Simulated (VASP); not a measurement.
Input of a VASP 6.6.1 run:

File INCAR:

```
SYSTEM = CdTe
PREC = Accurate
ENCUT = 600
EDIFF = 1E-6
ISMEAR = 0
SIGMA = 0.02
LREAL = .False.
LASPH = .True.
NELM = 100
ALGO = Fast
ISIF = 3
LWAVE = .False.
LCHARG = .False.
GGA = PS
IBRION = 2
NSW = 100
EDIFFG = -0.005
```

The input KPOINTS:

```
regular mesh
0
Gamma
  8 8 8
  0 0 0
```

Contents of POSCAR:

```
CdTe
1.0
    0.0000000000      3.2050000000      3.2050000000
    3.2050000000      0.0000000000      3.2050000000
    3.2050000000      3.2050000000      0.0000000000
Cd Te
1 1
Direct
    0.0000000000      0.0000000000      0.0000000000
    0.7500000000      0.7500000000      0.7500000000
```

Potentials or basis: VASP PAW PBE potentials, release 64 (Cd, Te).

Launch:

```console
$ cat potpaw_PBE.64/Cd/POTCAR potpaw_PBE.64/Te/POTCAR > POTCAR
$ mpirun -np 1 vasp_std > vasp.out
```

(1) Predict the relaxed cell.

(2) Predict the band gap on the k mesh.

(3) Predict the relaxed volume.

Results:

(1) a = 4.593 Å, b = 4.593 Å, c = 4.593 Å, α = 60.00°, β = 60.00°, γ = 60.00°.

(2) 0.64 eV, direct.

(3) 34.26 Å³/atom.

Caveat: the PAW data sets were made with another functional, which shifts forces and pressure a little; spin-orbit coupling is left out, which moves the levels of the heavy elements.
